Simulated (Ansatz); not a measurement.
ZrC:

```
Zr C
1.0
     0.00000    2.36500    2.36500
     2.36500    0.00000    2.36500
     2.36500    2.36500    0.00000
Zr C
1 1
Direct
  0.50000 0.50000 0.50000
  0.00000 0.00000 0.00000
```

```yaml
Program: Ansatz 0.2.0
Task: relaxation of cell and atoms
Functional: HF
Potentials_or_basis: Ansatz PAW
Cutoff: "420 eV (not typed: the program's choice for these potentials)"
k_mesh: 5 × 5 × 5
Occupations: fermi-dirac, width 0.05 eV
Spin: no spin polarisation
```

At the start: volume 13.23 Å³/atom.

How do energy, volume and symmetry change on relaxing?

It ends after 4 steps and the volume is 13.72 Å³/atom (+3.8 %); space group Fm-3m (No. 225, to 0.05 Å).

The path:
```tsv
step	energy change (eV)	largest force (eV/Å)	volume (Å³)
1	0.0000	0.0000	26.46
2	-0.0268	0.0000	27.51
3	-0.0270	0.0000	27.45
4	-0.0281	0.0000	27.45
```

Final structure:
```
Zr C
1.0
     0.00000    2.39425    2.39425
     2.39425    0.00000    2.39425
     2.39425    2.39425    0.00000
Zr C
1 1
Direct
  0.50000 0.50000 0.50000
  0.00000 0.00000 0.00000
```

Caveat: the k mesh is coarse (spacing up to 0.46 Å⁻¹), so the values aren't converged, least of all with exact exchange; the plane-wave basis is chosen anew once the cell has moved, so the energies of steps on either side of that aren't comparable; the PAW data sets come from PBE, with cores solved anew for the run's functional, which leaves a small shift of forces and pressure.
